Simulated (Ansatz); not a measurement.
ZnTe, response to strain

Base system: ZnTe in the zinc blende structure (space group F-43m, No. 216; a = 6.113 Å). Axes: x, y, z lie along the cube axes.

Strains are applied to the cell and any free atomic positions relax; under biaxial strain the out-of-plane vector relaxes too.

Computed with r2SCAN (Ansatz, a program for electronic structure, PAW, scalar-relativistic without spin-orbit coupling).

Notes on the quantities. energy relative to the base: free energy F.

```csv
change,space group,electron mass,band gap,energy relative to the base
base,F-43m (No. 216),0.11 mₑ (at Γ),1.79 eV,0 meV/atom
"biaxial strain −0.34 %, plane normal [001], relaxed out of plane",I-4m2 (No. 119),0.11 mₑ (at Γ),1.80 eV,+0.1 meV/atom
"biaxial strain −1.76 %, plane normal [110], relaxed out of plane",Imm2 (No. 44),–,1.80 eV,+5.5 meV/atom
"biaxial strain +1.35 %, plane normal [111], relaxed out of plane",R3m (No. 160),"0.11 mₑ out of plane, 0.10 mₑ in plane (at Γ)",1.61 eV,+3.3 meV/atom
isotropic strain −2.09 %,F-43m (No. 216),0.12 mₑ (at Γ),2.12 eV,+19 meV/atom
isotropic strain −1.97 %,F-43m (No. 216),0.12 mₑ (at Γ),2.10 eV,+17 meV/atom
uniaxial strain ε_yy = −5.43 %,I-4m2 (No. 119),0.12 mₑ (at Γ),1.93 eV,+20 meV/atom
uniaxial strain ε_yy = −5.35 %,I-4m2 (No. 119),0.12 mₑ (at Γ),1.93 eV,+19 meV/atom
uniaxial strain ε_zz = +4.85 %,I-4m2 (No. 119),0.10 mₑ (at Γ),1.48 eV,+14 meV/atom
tensor shear ε_yz = +1.95 %,Imm2 (No. 44),–,1.64 eV,+4.6 meV/atom
```

With Te present, leaving out spin-orbit coupling can change the band edges. Masses are band curvatures over ±0.01 Å⁻¹ around the edge. No phonon test of stability was made.
